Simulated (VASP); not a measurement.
# GaAs (F-43m) in VASP: notebook, part 2 of 2

VASP 6.6.1. Earlier steps stand in the parts before.

### 3 Relaxation of cell and atoms, PBE

This run uses another cell than the first one, of 22.59 Å³/atom, 1.023 times its volume.

INCAR

```
SYSTEM = GaAs
PREC = Accurate
ENCUT = 600
EDIFF = 1E-6
ISMEAR = 0
SIGMA = 0.03
LREAL = .False.
LASPH = .True.
NELM = 80
ALGO = Normal
ISIF = 3
LWAVE = .False.
LCHARG = .False.
GGA = PE
IBRION = 2
NSW = 90
EDIFFG = -0.01
```

KPOINTS

```
Automatic mesh
0
Gamma
  10 10 10
  0 0 0
```

POSCAR

```
GaAs
1.0
    0.0000000000      2.8268500000      2.8268500000
    2.8268500000      0.0000000000      2.8268500000
    2.8268500000      2.8268500000      0.0000000000
Ga As
1 1
Direct
    0.0000000000      0.0000000000      0.0000000000
    0.2500000000      0.2500000000      0.2500000000
```

Potentials or basis: VASP PAW PBE potentials, release 64 (Ga_d, As).

Command:

```sh
cat potpaw_PBE.64/Ga_d/POTCAR potpaw_PBE.64/As/POTCAR > POTCAR
mpirun -np 1 vasp_std > vasp.out
```

OUTCAR:

```text
SYSTEM = GaAs
   PREC = Accurate
   ENCUT = 600
   EDIFF = 1E-6
   ISMEAR = 0
   LREAL = .False.
   LASPH = .True.
   NELM = 80
   ISIF = 3
   GGA = PE
   IBRION = 2
   NSW = 90
   EDIFFG = -0.01

 ion  position               nearest neighbor table
   1  0.000  0.000  0.000-   2 2.45   2 2.45   2 2.45   2 2.45
   2  0.250  0.250  0.250-   1 2.45   1 2.45   1 2.45   1 2.45

  LATTYP: Found a face centered cubic cell.
 ALAT       =     5.6537000000

  Lattice vectors:

 A1 = (   0.0000000000,   2.8268500000,   2.8268500000)
 A2 = (   2.8268500000,   0.0000000000,   2.8268500000)
 A3 = (   2.8268500000,   2.8268500000,   0.0000000000)

Analysis of symmetry for initial positions (statically):
=====================================================================
 Subroutine PRICEL returns:
 Original cell was already a primitive cell.

 Routine SETGRP: Setting up the symmetry group for a
 face centered cubic supercell.

 Subroutine GETGRP returns: Found 24 space group operations
 (whereof 24 operations were pure point group operations)
 out of a pool of 48 trial point group operations.

The static configuration has the point symmetry T_d .

Analysis of symmetry for dynamics (positions and initial velocities):
=====================================================================
 Subroutine PRICEL returns:
 Original cell was already a primitive cell.

 Routine SETGRP: Setting up the symmetry group for a
 face centered cubic supercell.

 Subroutine GETGRP returns: Found 24 space group operations
 (whereof 24 operations were pure point group operations)
 out of a pool of 48 trial point group operations.

The dynamic configuration has the point symmetry T_d .

 Subroutine INISYM returns: Found 24 space group operations
 (whereof 24 operations are pure point group operations),
 and found     1 'primitive' translations

----------------------------------------------------------------------------------------

                                     Primitive cell

  volume of cell :      45.1792

  direct lattice vectors                    reciprocal lattice vectors
     0.000000000  2.826850000  2.826850000    -0.176875321  0.176875321  0.176875321
     2.826850000  0.000000000  2.826850000     0.176875321 -0.176875321  0.176875321
     2.826850000  2.826850000  0.000000000     0.176875321  0.176875321 -0.176875321

  length of vectors
     3.997769609  3.997769609  3.997769609     0.306357042  0.306357042  0.306357042

  position of ions in fractional coordinates (direct lattice)
     0.000000000  0.000000000  0.000000000
     0.250000000  0.250000000  0.250000000

  ion indices of the primitive-cell ions
   primitive index   ion index
                 1           1
                 2           2

----------------------------------------------------------------------------------------

 KPOINTS: Automatic mesh

Automatic generation of k-mesh.
 Grid dimensions read from file:
 generate k-points for:   10   10   10

 Generating k-lattice:

[... 47 lines left out ...]
   dimension x,y,z NGXF=    64 NGYF=   64 NGZF=   64
   ions per type =               1   1
   NGX,Y,Z   is equivalent  to a cutoff of  13.31, 13.31, 13.31 a.u.
   NGXF,Y,Z  is equivalent  to a cutoff of  26.61, 26.61, 26.61 a.u.
 SYSTEM =  GaAs
   PREC   = accura    normal or accurate (medium, high low for compatibility)
   ISTART =      0    job   : 0-new  1-cont  2-samecut
   ICHARG =      2    charge: 1-file 2-atom 10-const
   ISPIN  =      1    spin polarized calculation?
   LNONCOLLINEAR =      F non collinear calculations
   LSORBIT =      F    spin-orbit coupling
   LASPH  =      T    aspherical Exc in radial PAW
   ENCUT  =  600.0 eV  44.10 Ry    6.64 a.u.   7.98  7.98  7.98*2*pi/ulx,y,z
   NELM   =     80;   NELMIN=  2; NELMDL= -5     # of ELM steps
   EDIFF  = 0.1E-05   stopping-criterion for ELM
   LREAL  =      F    real-space projection
   EDIFFG = -.1E-01   stopping-criterion for IOM
   NSW    =     90    number of steps for IOM
   IBRION =      2    ionic relax: 0-MD 1-quasi-New 2-CG
   NFREE  =      1    steps in history (QN), initial steepest desc. (CG)
   ISIF   =      3    stress and relaxation
   ISYM   =      2    0-nonsym 1-usesym 2-fastsym
   POTIM  = 0.5000    time-step for ionic-motion
   TEBEG  =    0.0;   TEEND  =   0.0 temperature during run
   PSTRESS=    0.0 pullay stress
   NELECT =      18.0000    total number of electrons
   NUPDOWN=      -1.0000    fix difference up-down
   EMIN   =  10.00;   EMAX   =-10.00  energy-range for DOS
   EFERMI =   0.00;   METHOD = LEGACY
   ISMEAR =     0;   SIGMA  =   0.03  broadening in eV -4-tet -1-fermi 0-gaus
   EFERMI_NEDOS =   21; number of points for ismear=-14 and -15
   IALGO  =     38    algorithm
   IMIX   =      4    mixing-type and parameters
     AMIX     =   0.40;   BMIX     =  1.00
     AMIX_MAG =   1.60;   BMIX_MAG =  1.00
  volume/ion in A,a.u.               =      22.59       152.44
  Fermi-wavevector in a.u.,A,eV,Ry     =   1.204628  2.276417 19.743799  1.451128
  Thomas-Fermi vector in A             =   2.340347
   LORBIT       =      0    0 simple, 1 ext, 2 COOP (PROOUT), +10 PAW based schemes
   GGA     = PE    functional components
   LHFCALC =     F    Hartree Fock is set to
   AEXX    =    0.0000 exact exchange contribution
   IVDW    =     0    specifies the selected vdW correction
   LEPSILON=     F    determine dielectric tensor
   LRPA    =     F    only Hartree local field effects (RPA)
 conjugate gradient relaxation of ions
 non-spin polarized calculation
 Gauss-broadening in eV      SIGMA  =   0.03
  energy-cutoff  :      600.00
  volume of cell :       45.18
 maximum number of plane-waves:      1524
   NGX = 15   NGY = 15   NGZ = 15

--------------------------------------- Ionic step        1  -------------------------------------------

 number of electron      18.0000011 magnetization

 Free energy of the ion-electron system (eV)
  ---------------------------------------------------
  ext. energy  EPLUGINS =         0.00000000
  ---------------------------------------------------
  free energy    TOTEN  =        -8.25071693 eV

  energy without entropy =       -8.25071693  energy(sigma->0) =       -8.25071693

------------------------ aborting loop because EDIFF is reached ----------------------------------------

  FORCE on cell =-STRESS in cart. coord.  units (eV):
  Direction    XX          YY          ZZ          XY          YZ          ZX
  --------------------------------------------------------------------------------------
  -------------------------------------------------------------------------------------
  Total        0.9723923      0.9723923      0.9723923      0.0000000     -0.0000000     -0.0000000
  in kB       34.4836949     34.4836949     34.4836949      0.0000000     -0.0000000     -0.0000000
  external PRESSURE =      34.4836949 kB  Pullay stress =       0.0000000 kB
[... 59 lines left out ...]
--------------------------------------- Ionic step        3  -------------------------------------------

 number of electron      17.9999994 magnetization

 Free energy of the ion-electron system (eV)
  ---------------------------------------------------
  ext. energy  EPLUGINS =         0.00000000
  ---------------------------------------------------
  free energy    TOTEN  =        -8.27484130 eV

  energy without entropy =       -8.27484113  energy(sigma->0) =       -8.27484122

 E-fermi :   3.5427     XC(G=0):  -9.3613

 val. band max:        3.4669887503   @ k =   0.0000   0.0000   0.0000
 cond. band min:       3.6119707565   @ k =   0.0000   0.0000   0.0000
 fundamental gap:      0.1449820063
 Fermi energy:         3.5426513413

 k-point     1 :       0.0000    0.0000    0.0000
  band No.  band energies     occupation
      1     -11.2555      2.00000
      2     -11.2555      2.00000
      3     -11.2555      2.00000
      4     -11.1880      2.00000
      5     -11.1880      2.00000
      6      -8.9056      2.00000
      7       3.4670      1.99964
      8       3.4670      1.99964
      9       3.4670      1.99964
     10       3.6120      0.00108
     11       7.1821      0.00000
     12       7.1821      0.00000
     13       7.1821      0.00000
[... 354 lines left out ...]
  band No.  band energies     occupation
      1     -11.3311      2.00000
      2     -11.2253      2.00000
      3     -11.2241      2.00000
      4     -11.2022      2.00000
      5     -11.1799      2.00000
      6      -7.3049      2.00000
      7      -2.0675      2.00000
      8       1.0524      2.00000
      9       1.3676      2.00000
     10       5.3516      0.00000
     11       6.2923      0.00000
     12      10.5380      0.00000
     13      11.1685      0.00000

 [... further k-points ...]
[... 5 lines left out ...]
  --------------------------------------------------------------------------------------
  -------------------------------------------------------------------------------------
  Total       -0.0191420     -0.0191420     -0.0191420      0.0000000      0.0000000      0.0000000
  in kB       -0.6452117     -0.6452117     -0.6452117      0.0000000      0.0000000      0.0000000
  external PRESSURE =      -0.6452117 kB  Pullay stress =       0.0000000 kB
[... 17 lines left out ...]
  FREE ENERGIE OF THE ION-ELECTRON SYSTEM (eV)
  ---------------------------------------------------
  free  energy   TOTEN  =        -8.2748413038 eV

  energy  without entropy=       -8.2748411348  energy(sigma->0) =       -8.27484122

 reached required accuracy - stopping structural energy minimisation
```

OSZICAR:

```text
N       E                     dE             d eps       ncg     rms          rms(c)
DAV:   1     0.844813530051E+02    0.84481E+02   -0.98520E+03  1230   0.205E+03
DAV:   2    -0.159517279338E+01   -0.86077E+02   -0.83036E+02  1323   0.348E+02
DAV:   3    -0.829060899087E+01   -0.66954E+01   -0.66360E+01  1557   0.778E+01
[... 23 lines left out ...]
DAV:   3    -0.827595801785E+01    0.10483E-01   -0.12791E-02  1602   0.224E+00    0.140E-01
DAV:   4    -0.827498063179E+01    0.97739E-03   -0.11769E-03  1342   0.504E-01    0.465E-02
DAV:   5    -0.827484192107E+01    0.13871E-03   -0.97043E-05  1501   0.151E-01    0.980E-03
DAV:   6    -0.827484082292E+01    0.10981E-05   -0.58922E-06  1702   0.313E-02    0.545E-03
DAV:   7    -0.827484130376E+01   -0.48083E-06   -0.13156E-06   991   0.195E-02
   3 F= -.82748413E+01 E0= -.82748412E+01  d E =-.241244E-01
```

CONTCAR:

```text
GaAs
   1.00000000000000
     0.0000000000000000    2.8751155360105458    2.8751155360105458
     2.8751155360105458   -0.0000000000000000    2.8751155360105458
     2.8751155360105458    2.8751155360105458   -0.0000000000000000
  Ga              As
     1     1
Direct
     0.0000000000000000    0.0000000000000000    0.0000000000000000
     0.2500000000000000    0.2500000000000000    0.2500000000000000

  0.00000000E+00  0.00000000E+00  0.00000000E+00
  0.00000000E+00  0.00000000E+00  0.00000000E+00
```

Wall time 80 s (1 thread of Intel Xeon Platinum 8375C at 2.90GHz (Ice Lake), shared host); peak memory 0.21 GiB.

What came out:

| Property | Result |
| --- | --- |
| Free energy | -8.2748 eV |
| Relaxed volume | 23.77 Å³/atom |
| Relaxed cell | a = 4.066 Å, b = 4.066 Å, c = 4.066 Å, α = 60.00°, β = 60.00°, γ = 60.00° |
| Space group after relaxing (to 0.05 Å) | F-43m (No. 216) |
| Energy gained by relaxing | 12.1 meV/atom |
| Ionic steps | 3 |
| Pressure after relaxing | -0.1 GPa |
| Band gap on the k mesh | 0.15 eV, direct |

Step by step:
| step | energy change (eV) | largest force (eV/Å) | pressure (GPa) | volume (Å³) |
| --- | --- | --- | --- | --- |
| 1 | 0.0000 | 0.0000 | 3.45 | 45.18 |
| 2 | -0.0210 | 0.0000 | -1.02 | 48.43 |
| 3 | -0.0241 | 0.0000 | -0.06 | 47.53 |

Final structure:
```xyz
2
Lattice="0.0000 2.8751 2.8751 2.8751 0.0000 2.8751 2.8751 2.8751 0.0000" Properties=species:S:1:pos:R:3 pbc="T T T"
Ga    0.0000    0.0000    0.0000
As    1.4376    1.4376    1.4376
```

### 4 Relaxation of cell and atoms, PBE

This run uses another cell than the first one, of 23.77 Å³/atom, 1.077 times its volume.

Changes to INCAR since step 3:

```diff
@@ -3,3 +3,3 @@
 ENCUT = 600
-EDIFF = 1E-6
+EDIFF = 1E-7
 ISMEAR = 0
@@ -16,2 +16,2 @@
 NSW = 90
-EDIFFG = -0.01
+EDIFFG = -0.005
```

KPOINTS is that of step 3.

POSCAR

```
GaAs                                    
1.0
    0.0000000000      2.8751155360      2.8751155360
    2.8751155360     -0.0000000000      2.8751155360
    2.8751155360      2.8751155360     -0.0000000000
  Ga              As            
     1     1
Direct
     0.0000000000000000    0.0000000000000000    0.0000000000000000
     0.2500000000000000    0.2500000000000000    0.2500000000000000
```

Command:

```sh
cat potpaw_PBE.64/Ga_d/POTCAR potpaw_PBE.64/As/POTCAR > POTCAR
mpirun -np 1 vasp_std > vasp.out
```

Wall time 42 s (1 thread of Intel Xeon Platinum 8375C at 2.90GHz (Ice Lake), shared host); peak memory 0.19 GiB.

Results (log left out):

* Free energy: -8.2751 eV
* Pressure after relaxing: 0.0 GPa
* Band gap on the k mesh: 0.14 eV, direct

Final structure:
```xyz
2
Lattice="0.0000 2.8751 2.8751 2.8751 0.0000 2.8751 2.8751 2.8751 0.0000" Properties=species:S:1:pos:R:3 pbc="T T T"
Ga    0.0000    0.0000    0.0000
As    1.4376    1.4376    1.4376
```

Levels at points of the mesh, in eV from the valence-band top:
```tsv
k point	band 7	band 8	band 9	band 10	band 11	band 12
(0.00, 0.00, 0.00)	0.00	0.00	0.00	0.14	3.71	3.71
(0.50, 0.00, 0.00)	-6.37	-1.07	-1.07	0.86	4.62	4.62
(0.50, 0.50, 0.00)	-6.59	-2.50	-2.50	1.56	1.68	9.77
```

Caveat: the relaxation stopped at its first step, so nothing moved. As with any semilocal functional, this PBE gap is likely too small.
